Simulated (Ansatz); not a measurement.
The elements of this relaxed trial crystal are hidden behind letters.

```
lattice vectors (Å)
   4.2880    0.0000    0.0000
  -2.1440    3.7135    0.0000
   0.0000    0.0000   14.1359
fractional positions
X 0.3333 0.6667 0.0002
X 0.6667 0.3333 0.2563
X 0.6667 0.3333 0.7441
Z 0.3333 0.6667 0.5004
Q 0.3333 0.6667 0.1894
Q 0.3333 0.6667 0.6775
Q 0.6667 0.3333 0.4467
Q 0.6667 0.3333 0.9334
```

Theory: Ansatz, DFT PBE, scalar-relativistic, plane waves, PAW. Plane waves to 420 eV, a 12×12×4 mesh through Γ for the 8-atom cell and 0.10 eV Gaussian smearing; no spin polarisation.

- Space group: P3m1 (No. 156)
- Conventional cell: a = 4.288 Å, c = 14.136 Å
- Volume per atom: 28.14 Å³
- Density: 5.27 g/cm³
- Formation energy: −0.24 eV/atom
- Gap on the 12×12×4 mesh of the 8-atom cell: 0 eV (the bands meet within 0.015 eV)

Energies are uncorrected and count from the elements' standard states at the same level.

**Question.** X is a p-block element of period 5, Z is a p-block element of period 4 and Q is a p-block element of period 4. Which elements are they?

**Answer.** X = In, Z = Ga, Q = As, so the formula is In3GaAs4. Density times volume gives a mean mass of 5.27 × 28.14/1.6605 = 89.3 u per atom, and this set has 89.2 u. Around In on its first site lie 4 As at 2.65–2.68 Å; Ga has 4 As at 2.50–2.59 Å; around As on its first site lie 4 In at 2.65–2.68 Å; 5 more sites not described. Other sets within the hints have nearly the same mass, so mass alone doesn't settle it; this one was computed.

The zero gap may come from the functional, which often closes small gaps. A later test with randomly moved atoms came back to the same energy, though modes that don't fit the test's cell weren't probed. Another cell of In3GaAs4 relaxed alike, in P-4m2, lies 16 meV/atom lower, so this cell isn't the stable form at this level.
